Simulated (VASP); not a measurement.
# SnTe (F-43m) in VASP: further runs

Runs on SnTe. Level: PBE. Tasks: G0W0 quasiparticle levels.

Everything below comes from runs of VASP 6.6.1. Logs are shortened: lines on timing, memory, paths and dates and some standing lists are left out, and cuts for length are marked.

## 1. The crystal as given

Symmetry: F-43m, No. 216, cubic system. The conventional cell has a = 7.222 Å, b = 7.222 Å, c = 7.222 Å, α = 90.00°, β = 90.00°, γ = 90.00°. Te (site symmetry -43m) has 4 Sn at 3.13 Å as nearest neighbours. Sn (site symmetry -43m) has 4 Te at 3.13 Å as nearest neighbours.

Measurements of this composition are mostly on another form, of space group No. 225.

## 2. G0W0 quasiparticle levels, PBE

POSCAR

```
SnTe
1.0
    0.0000000000      3.6111460000      3.6111460000
    3.6111460000      0.0000000000      3.6111460000
    3.6111460000      3.6111460000      0.0000000000
Te Sn
1 1
Direct
    0.2500000000      0.2500000000      0.2500000000
    0.0000000000      0.0000000000      0.0000000000
```

INCAR.step1

```
SYSTEM = SnTe
ALGO     = Fast           ! electronic algorithm
EDIFF    = 1E-8           ! SCF threshold, eV
ENCUT    = 450            ! plane-wave cutoff, eV
GGA      = PE             ! functional
ISMEAR   = 0              ! smearing method
LASPH    = .True.         ! aspherical terms in the spheres
LCHARG   = .False.        ! write CHGCAR
LREAL    = .False.        ! projectors in reciprocal space
LWAVE    = .True.         ! write WAVECAR
NELM     = 80             ! most SCF steps
PREC     = Accurate       ! precision mode
SIGMA    = 0.01           ! smearing width, eV
```

INCAR.step2

```
SYSTEM = SnTe
ALGO     = Exact          ! electronic algorithm
EDIFF    = 1E-8           ! SCF threshold, eV
ENCUT    = 450            ! plane-wave cutoff, eV
GGA      = PE             ! functional
ISMEAR   = 0              ! smearing method
ISTART   = 1            
LASPH    = .True.         ! aspherical terms in the spheres
LCHARG   = .False.        ! write CHGCAR
LOPTICS  = .True.         ! frequency-dependent dielectric function
LREAL    = .False.        ! projectors in reciprocal space
LWAVE    = .True.         ! write WAVECAR
NBANDS   = 66             ! bands
NELM     = 1              ! most SCF steps
PREC     = Accurate       ! precision mode
SIGMA    = 0.01           ! smearing width, eV
```

INCAR.step3

```
SYSTEM = SnTe
ALGO     = EVGW0          ! electronic algorithm
EDIFF    = 1E-8           ! SCF threshold, eV
ENCUT    = 450            ! plane-wave cutoff, eV
ENCUTGW  = 100            ! cutoff of the response function
GGA      = PE             ! functional
ISMEAR   = 0              ! smearing method
ISTART   = 1            
LASPH    = .True.         ! aspherical terms in the spheres
LCHARG   = .False.        ! write CHGCAR
LREAL    = .False.        ! projectors in reciprocal space
LWAVE    = .False.        ! write WAVECAR
NBANDS   = 66             ! bands
NBANDSGW = 18           
NELMGW   = 1            
NOMEGA   = 48             ! frequency points
PREC     = Accurate       ! precision mode
PRECFOCK = Fast         
SIGMA    = 0.01           ! smearing width, eV
```

KPOINTS

```
k-points
0
Gamma
  4 4 4
  0 0 0
```

Potentials or basis: VASP PAW PBE potentials, release 64 (Te_GW, Sn_d_GW).

The run is started by

```console
cat potpaw_PBE.64/Te_GW/POTCAR potpaw_PBE.64/Sn_d_GW/POTCAR > POTCAR
cp INCAR.step1 INCAR
mpirun -np 1 vasp_std > vasp.out
cp INCAR.step2 INCAR
mpirun -np 1 vasp_std > vasp.out
cp INCAR.step3 INCAR
mpirun -np 1 vasp_std > vasp.out
```

OUTCAR:

```text
SYSTEM = SnTe
   EDIFF = 1E-8
   ENCUT = 450
   ENCUTGW = 100
   GGA = PE
   ISMEAR = 0
   ISTART = 1
   LASPH = .True.
   LREAL = .False.
   NELMGW = 1
   PREC = Accurate
   PRECFOCK = Fast

 Found      8 irreducible k-points:

 Following reciprocal coordinates:
            Coordinates               Weight
  0.000000  0.000000  0.000000      1.000000
  0.250000  0.000000  0.000000      8.000000
  0.500000  0.000000  0.000000      4.000000
  0.250000  0.250000  0.000000      6.000000
  0.500000  0.250000  0.000000     24.000000
 -0.250000  0.250000  0.000000     12.000000
   k-points           NKPTS =      8   k-points in BZ     NKDIM =     64   number of bands    NBANDS=     66
   number of dos      NEDOS =    301   number of ions     NIONS =      2
   total plane-waves  NPLWV =  46656
   dimension x,y,z NGX =    36 NGY =   36 NGZ =   36
   dimension x,y,z NGXF=    72 NGYF=   72 NGZF=   72
   ions per type =               1   1
   NGX,Y,Z   is equivalent  to a cutoff of  11.72, 11.72, 11.72 a.u.
   NGXF,Y,Z  is equivalent  to a cutoff of  23.44, 23.44, 23.44 a.u.
 SYSTEM =  SnTe
   PREC   = accura    normal or accurate (medium, high low for compatibility)
   ISTART =      1    job   : 0-new  1-cont  2-samecut
   ICHARG =      0    charge: 1-file 2-atom 10-const
   ISPIN  =      1    spin polarized calculation?
   LNONCOLLINEAR =      F non collinear calculations
   LSORBIT =      F    spin-orbit coupling
   LASPH  =      T    aspherical Exc in radial PAW
   ENCUT  =  450.0 eV  33.07 Ry    5.75 a.u.   8.83  8.83  8.83*2*pi/ulx,y,z
   NELM   =     60;   NELMIN=  2; NELMDL=  0     # of ELM steps
   EDIFF  = 0.1E-07   stopping-criterion for ELM
   LREAL  =      F    real-space projection
   EDIFFG = 0.1E-06   stopping-criterion for IOM
   NSW    =      0    number of steps for IOM
   IBRION =     -1    ionic relax: 0-MD 1-quasi-New 2-CG
   NFREE  =      0    steps in history (QN), initial steepest desc. (CG)
   ISIF   =      0    stress and relaxation
   ISYM   =      3    0-nonsym 1-usesym 2-fastsym
   POTIM  = 0.5000    time-step for ionic-motion
   TEBEG  =    0.0;   TEEND  =   0.0 temperature during run
   PSTRESS=    0.0 pullay stress
   NELECT =      20.0000    total number of electrons
   NUPDOWN=      -1.0000    fix difference up-down
   EMIN   =  10.00;   EMAX   =-10.00  energy-range for DOS
   EFERMI =   0.00;   METHOD = LEGACY
   ISMEAR =     0;   SIGMA  =   0.01  broadening in eV -4-tet -1-fermi 0-gaus
   EFERMI_NEDOS =   21; number of points for ismear=-14 and -15
   IALGO  =     38    algorithm
   IMIX   =      4    mixing-type and parameters
     AMIX     =   0.40;   BMIX     =  1.00
     AMIX_MAG =   1.60;   BMIX_MAG =  1.00
  volume/ion in A,a.u.               =      47.09       317.78
  Fermi-wavevector in a.u.,A,eV,Ry     =   0.976704  1.845704 12.979296  0.953951
  Thomas-Fermi vector in A             =   2.107344
   LORBIT       =      0    0 simple, 1 ext, 2 COOP (PROOUT), +10 PAW based schemes
   GGA     = PE    functional components
   LHFCALC =     T    Hartree Fock is set to
   PRECFOCK=fast      Normal, Fast or Accurate (Low or Medium for compatibility)
   ENCUT4O =  -1.0   cutoff for four orbital integrals eV
   NKREDX  =     1    reduce k-point grid by
   NKREDY  =     1    reduce k-point grid by
   NKREDZ  =     1    reduce k-point grid by
   AEXX    =    1.0000 exact exchange contribution
   HFSCREEN=    0.0000 screening length (either q_TF or 0.3 A-1)
   HFSCREENC=   0.0000 screening length for correlation (either q_TF or 0.3 A-1)
   ENCUTFOCK=  -1.0 apply spherical cutoff to Coloumb kernel
   IVDW    =     0    specifies the selected vdW correction
   LEPSILON=     F    determine dielectric tensor
   LRPA    =     F    only Hartree local field effects (RPA)
   LRPAFORCE           =     F    calculate RPA forces
   ENCUTGW             = 100.0    cutoff for response function in eV
   ENCUTGWSOFT         =  80.0    soft cutoff for Coulomb kernel in GW response function in eV
   ENCUTLF             =  -1.0    cutoff for local field effects
   NELMGW              =     1    number of iterations in solving QP/BSE equation
   NELMHF              =     1    number of iterations in the inner HF iteration
   NKREDLFX            =     1    NKREDLFY  =   1   NKREDLFZ  =   1
 non-spin polarized calculation
 Gauss-broadening in eV      SIGMA  =   0.01
  energy-cutoff  :      450.00
  volume of cell :       94.18
 maximum number of plane-waves:      2085
  NGX = 20; NGY = 20; NGZ = 20
   NGX = 17   NGY = 17   NGZ = 17
 maximum number of plane-waves:       222
 NGX is ok and might be reduce to    18

 QP shifts <psi_nk| G(iteration)W_0 |psi_nk>: iteration 1
 for sc-GW calculations column KS-energies equals QP-energies in previous step
 and V_xc(KS)=  KS-energies - (<T + V_ion + V_H > + <T+V_H+V_ion>^1  + <V_x>^1)

 k-point   1 :       0.0000    0.0000    0.0000
  band No.  KS-energies  QP-energies   sigma(KS)   V_xc(KS)     V^pw_x(r,r')   Z            occupation Imag(sigma)

      1     -19.3244     -21.2157     -20.5630     -17.5169     -27.0604       0.6209       2.0000       0.5518
      2     -19.3244     -21.2157     -20.5630     -17.5169     -27.0604       0.6209       2.0000       0.5518
      3     -19.3244     -21.2157     -20.5630     -17.5169     -27.0604       0.6209       2.0000       0.5518
      4     -19.3161     -21.1868     -20.5439     -17.5195     -27.0448       0.6186       2.0000       0.5291
      5     -19.3161     -21.1868     -20.5439     -17.5195     -27.0448       0.6186       2.0000       0.5291
      6      -9.0412      -8.8644     -10.4897     -10.7926     -16.9929       0.5836       2.0000       1.2143
[... 10 lines left out ...]
     17      10.1135      10.0725      -6.0705      -6.0155      -1.7617       0.7469       0.0000      -0.4854
     18      10.1135      10.0725      -6.0705      -6.0155      -1.7617       0.7469       0.0000      -0.4854

 k-point   2 :       0.2500    0.0000    0.0000
  band No.  KS-energies  QP-energies   sigma(KS)   V_xc(KS)     V^pw_x(r,r')   Z            occupation Imag(sigma)

      1     -19.3241     -21.2179     -20.5604     -17.5173     -27.0594       0.6223       2.0000       0.5518
      2     -19.3241     -21.2179     -20.5604     -17.5173     -27.0594       0.6223       2.0000       0.5518
      3     -19.3241     -21.2179     -20.5604     -17.5173     -27.0594       0.6223       2.0000       0.5518
      4     -19.3160     -21.1976     -20.5445     -17.5197     -27.0454       0.6220       2.0000       0.5295
      5     -19.3160     -21.1976     -20.5445     -17.5197     -27.0454       0.6220       2.0000       0.5295
      6      -8.8010      -8.6496     -10.6514     -10.9082     -16.9753       0.5896       2.0000       1.1696
[... 10 lines left out ...]
     17       9.6698       9.5736      -5.9798      -5.8506      -1.7663       0.7448       0.0000      -0.4127
     18      12.3695      12.5453      -6.8666      -7.1009      -2.1902       0.7507       0.0000      -0.7095

 k-point   3 :       0.5000    0.0000    0.0000
  band No.  KS-energies  QP-energies   sigma(KS)   V_xc(KS)     V^pw_x(r,r')   Z            occupation Imag(sigma)

      1     -19.3256     -21.2121     -20.5507     -17.5143     -27.0560       0.6213       2.0000       0.5561
      2     -19.3231     -21.2151     -20.5602     -17.5190     -27.0585       0.6221       2.0000       0.5498
      3     -19.3231     -21.2151     -20.5602     -17.5190     -27.0585       0.6221       2.0000       0.5498
      4     -19.3158     -21.2151     -20.5447     -17.5201     -27.0456       0.6279       2.0000       0.5299
      5     -19.3158     -21.2151     -20.5447     -17.5201     -27.0456       0.6279       2.0000       0.5299
      6      -8.5025      -8.3658     -10.8596     -11.0877     -16.9826       0.5994       2.0000       1.1195
[... 10 lines left out ...]
     17       9.4097       9.6056      -7.2800      -7.5474      -2.9462       0.7325       0.0000      -0.4471
     18      10.6804      10.9323      -7.5734      -7.9114      -3.0669       0.7452       0.0000      -0.5801

 k-point   4 :       0.2500    0.2500    0.0000
  band No.  KS-energies  QP-energies   sigma(KS)   V_xc(KS)     V^pw_x(r,r')   Z            occupation Imag(sigma)

      1     -19.3261     -21.2120     -20.5546     -17.5137     -27.0565       0.6202       2.0000       0.5564
      2     -19.3230     -21.2185     -20.5622     -17.5194     -27.0606       0.6230       2.0000       0.5496
      3     -19.3230     -21.2185     -20.5622     -17.5194     -27.0606       0.6230       2.0000       0.5496
      4     -19.3160     -21.1899     -20.5442     -17.5195     -27.0449       0.6196       2.0000       0.5295
      5     -19.3160     -21.1899     -20.5442     -17.5195     -27.0449       0.6196       2.0000       0.5295
      6      -8.7151      -8.5721     -10.7088     -10.9492     -16.9689       0.5947       2.0000       1.1572
[... 10 lines left out ...]
     17      11.3777      11.3792      -6.2513      -6.2534      -1.7660       0.7565       0.0000      -0.5800
     18      11.3777      11.3792      -6.2513      -6.2534      -1.7660       0.7565       0.0000      -0.5800

 k-point   5 :       0.5000    0.2500    0.0000
  band No.  KS-energies  QP-energies   sigma(KS)   V_xc(KS)     V^pw_x(r,r')   Z            occupation Imag(sigma)

      1     -19.3265     -21.2099     -20.5488     -17.5129     -27.0543       0.6204       2.0000       0.5588
      2     -19.3224     -21.2273     -20.5604     -17.5203     -27.0594       0.6266       2.0000       0.5485
      3     -19.3224     -21.2273     -20.5604     -17.5203     -27.0594       0.6266       2.0000       0.5485
      4     -19.3160     -21.2087     -20.5441     -17.5197     -27.0447       0.6258       2.0000       0.5299
      5     -19.3160     -21.2087     -20.5441     -17.5197     -27.0447       0.6258       2.0000       0.5299
      6      -8.4009      -8.2719     -10.9295     -11.1418     -16.9800       0.6079       2.0000       1.1136
[... 10 lines left out ...]
     17      10.5733      10.6091      -6.2850      -6.3327      -1.9990       0.7485       0.0000      -0.4545
     18      11.1090      11.3902      -7.6374      -8.0173      -3.0264       0.7399       0.0000      -0.6005

 k-point   6 :      -0.2500    0.2500    0.0000
  band No.  KS-energies  QP-energies   sigma(KS)   V_xc(KS)     V^pw_x(r,r')   Z            occupation Imag(sigma)

      1     -19.3257     -21.2124     -20.5524     -17.5143     -27.0573       0.6210       2.0000       0.5570
      2     -19.3229     -21.2213     -20.5606     -17.5194     -27.0590       0.6242       2.0000       0.5493
      3     -19.3229     -21.2213     -20.5606     -17.5194     -27.0590       0.6242       2.0000       0.5493
      4     -19.3159     -21.2134     -20.5450     -17.5197     -27.0457       0.6272       2.0000       0.5298
      5     -19.3159     -21.2134     -20.5450     -17.5197     -27.0457       0.6272       2.0000       0.5298
      6      -8.5117      -8.3791     -10.8509     -11.0718     -16.9743       0.6002       2.0000       1.1269
[... 10 lines left out ...]
     17      10.6345      10.7342      -6.4356      -6.5677      -2.1451       0.7549       0.0000      -0.4775
     18      11.3998      11.5313      -6.8394      -7.0167      -2.3242       0.7419       0.0000      -0.5564

 [... further k-points ...]
```

It took 4.7 min on 1 thread of Intel Xeon 6975P-C (Granite Rapids), shared host; peak memory 1.2 GiB.

The run converged, but some of its settings lie outside the range that counts as converged, so its numbers aren't taken as properties of the crystal.

What came out:

| Item | Value |
| --- | --- |
| Band gap on the k mesh, mean-field level | 0.09 eV, indirect (least direct gap 0.80 eV) |
| Quasiparticle gap | 0.21 eV |
| Least direct quasiparticle gap | 1.06 eV |

Caveat: bands, screening cutoff and mesh are small and nothing is extrapolated, so the quasiparticle values aren't converged; spin-orbit coupling is left out, which moves the levels of the heavy elements.

[end of part 1 of 3]
